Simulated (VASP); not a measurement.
Here is a VASP 6.6.1 calculation.

INCAR

```
AGGAC = 1.0 ; AGGAX = 1.0
ALDAC = 0.0 ; ALDAX = 1.0
ALGO = Normal ; EDIFF = 1E-6
EDIFFG = -0.005 ; ENCUT = 600
GGA = B5 ; IBRION = 2
ISIF = 3 ; ISMEAR = -1
IVDW = 12 ; LASPH = T
LCHARG = F ; LREAL = F
LWAVE = F ; NELM = 60
NSW = 40 ; PREC = Accurate
SIGMA = 0.05 ; VDW_A1 = 0.4298
VDW_A2 = 4.2359 ; VDW_S6 = 1.0
VDW_S8 = 2.6996
```

KPOINTS

```
k-points
0
Gamma
  9 9 5
```

POSCAR

```
TaS2
1.0
    3.3500000000      0.0000000000      0.0000000000
   -1.6750000000      2.9011851027      0.0000000000
    0.0000000000      0.0000000000      5.8600000000
Ta S
1 2
Direct
    0.0000000000      0.0000000000      0.0000000000
    0.6666666667      0.3333333333      0.7500000000
    0.3333333333      0.6666666667      0.2500000000
```

Potentials or basis: VASP PAW PBE potentials, release 64 (Ta_pv, S).

The run is started by

```bash
$ cat potpaw_PBE.64/Ta_pv/POTCAR potpaw_PBE.64/S/POTCAR > POTCAR
$ mpirun -np 1 vasp_std > vasp.out
```

Q: Estimate the relaxed cell.

A: a = 3.367 Å, b = 3.367 Å, c = 5.636 Å, α = 90.00°, β = 90.00°, γ = 120.00°.

Q: Predict the dispersion energy per atom.

A: -0.967 eV.

Final structure:
```cif
data_structure
_symmetry_space_group_name_H-M 'P 1'
_symmetry_Int_Tables_number 1
_cell_length_a 3.3668
_cell_length_b 3.3668
_cell_length_c 5.6363
_cell_angle_alpha 90.000
_cell_angle_beta 90.000
_cell_angle_gamma 120.000
_cell_volume 55.33
loop_
_atom_site_label
_atom_site_type_symbol
_atom_site_fract_x
_atom_site_fract_y
_atom_site_fract_z
_atom_site_occupancy
Ta1 Ta 0.00000 0.00000 0.00000 1
S1 S 0.66667 0.33333 0.72765 1
S2 S 0.33333 0.66667 0.27235 1
```

 The run has no spin-orbit coupling, so splittings on Ta are missing.
